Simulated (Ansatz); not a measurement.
Energy and pressure of FeO against volume, without spin

Method: DFT PBE+U, scalar-relativistic, plane waves, PAW (Ansatz 0.2.0).

```xyz
4
Lattice="3.0489 0.0000 0.0000 1.5216 2.6824 0.0000 0.1382 0.2345 5.2676" Properties=species:S:1:pos:R:3 pbc="T T T"
Fe    2.2852    1.3412    0.0000
Fe    2.3543    1.4584    2.6338
O     0.7947    0.5185    1.3469
O     3.9139    2.3984    3.9207
```

The plane-wave cutoff is 420 eV. The Γ-centred k-mesh is 10×10×6. The occupation rule is Gaussian smearing, 0.02 eV and the U_eff on Löwdin-orthogonalised atomic d orbitals is Fe 5.3 eV. The spin treatment is unpolarised.

The cell is scaled evenly at fixed fractional positions, V₀ being the volume of the cell shown; start: no spin polarisation. Energies are extrapolated to zero smearing. A spin-polarised state can lie lower, at larger volumes above all.

```
 V/V₀  E above lowest (meV/atom) P (GPa)
0.960                        0.0    -19.4
1.000                       57.9    -23.5
1.040                      125.4    -26.6
1.100                      240.0    -29.9
1.180                          ?        ?
```

Fill in the withheld rows.

The withheld rows:

```tsv
V/V₀	E above lowest (meV/atom)	P (GPa)
1.180	408.7	-32.5
```

This form isn't the usual stable structure of the compound.

Cost: 5 runs of about 4.1 core-minutes in all, on Arm Neoverse V1 (shared hosts).